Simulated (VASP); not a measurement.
BaTiO3 (Barioperovskite):

```
Ba Ti O
1.0
     3.98550    0.00000    0.00000
     0.00000    2.83690    2.84515
     0.00000   -2.83690    2.84515
Ba Ti O
1 1 3
Cartesian
  0.0000 0.0000 0.0000
  1.9928 0.0000 2.9157
  1.9928 1.3804 4.2594
  1.9928 -1.3804 4.2594
  0.0000 0.0000 2.7735
```

- Program: VASP 6.6.1
- Task: relaxation of cell and atoms
- Functional: AM05
- Potentials or basis: VASP PAW PBE potentials, release 64 (Ba_sv, Ti_sv, O)
- Cutoff: 600 eV
- k mesh: 7 × 7 × 7
- Occupations: fermi-dirac, width 0.05 eV
- Spin: no spin polarisation

At the start: pressure -1.6 GPa; volume 12.87 Å³/atom.

Question: How do energy, volume and symmetry change on relaxing?

Answer: Over 12 steps the energy falls by 7.8 meV/atom and the volume is 12.97 Å³/atom (+0.8 %); space group Amm2 (No. 38, to 0.05 Å).

Step by step:
| step | energy change (eV) | largest force (eV/Å) | pressure (GPa) | volume (Å³) |
| --- | --- | --- | --- | --- |
| 1 | 0.0000 | 0.3064 | -1.55 | 64.34 |
| 2 | -0.0110 | 0.2003 | 1.98 | 63.18 |
| 3 | -0.0115 | 0.2144 | 1.39 | 63.37 |
| 4 | -0.0243 | 0.1428 | 1.12 | 63.68 |
| 5 | -0.0320 | 0.1253 | 0.94 | 64.18 |
| 6 | -0.0333 | 0.1769 | -1.60 | 65.19 |
| 7 | -0.0353 | 0.1033 | -0.52 | 64.74 |
| 8 | -0.0375 | 0.0710 | 0.08 | 64.58 |
| 9 | -0.0375 | 0.0672 | 0.14 | 64.56 |
| 10 | -0.0382 | 0.0382 | 0.11 | 64.65 |
| 11 | -0.0386 | 0.0448 | 0.00 | 64.80 |
| 12 | -0.0388 | 0.0089 | -0.05 | 64.86 |

Final structure:
```
Ba Ti O
1.0
     3.95710    0.00000    0.00000
     0.00000    2.85466    2.87100
     0.00000   -2.85466    2.87100
Ba Ti O
1 1 3
Direct
  0.00000 0.00825 0.00825
  0.50000 0.52411 0.52411
  0.50000 0.98066 0.49378
  0.50000 0.49378 0.98066
  0.00000 0.49009 0.49009
```

Caveat: the PAW data sets were made with another functional, which shifts forces and pressure a little.
